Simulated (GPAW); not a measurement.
Crystal: BaHfO3.

```
CELL_PARAMETERS angstrom
4.16957 0.00000 0.00000
0.00000 4.16957 0.00000
0.00000 0.00000 4.17038
ATOMIC_POSITIONS crystal
Hf 0.00000 0.00000 0.49788
Ba 0.50000 0.50000 0.99642
O 0.00000 0.00000 0.99794
O 0.50000 0.00000 0.49889
O 0.00000 0.50000 0.49889
```

The cell comes from a database or a generator and needn't be the stable form of this composition.

Base run:

* Program: GPAW 26.7.0
* Functional: r2SCAN
* Potentials or basis: GPAW PAW data sets (gpaw-data 1.2.1)
* Cutoff: 800 eV
* Basis: pw
* k mesh: 4 × 4 × 4
* Occupations: fermi-dirac, width 0.05 eV
* Spin: no spin polarisation

Its results: band gap on the k mesh 4.13 eV, indirect (least direct gap 4.33 eV); pressure 1.8 GPa; largest force 0.024 eV/Å.

**Question.** The run is repeated on the same cell with these changes: functional from r2SCAN to PBE. What comes out?

**Answer.** Band gap on the k mesh 3.60 eV, indirect (least direct gap 3.78 eV); pressure 5.4 GPa; largest force 0.023 eV/Å.

r2SCAN gives the wider gap, since meta-GGAs in the generalised Kohn-Sham scheme recover part of the derivative discontinuity.

Caveats: spin-orbit coupling is left out, which moves the levels of the heavy elements; the PAW data sets were made with another functional, which shifts forces and pressure a little (some runs).

Not every run made on this cell is shown here.
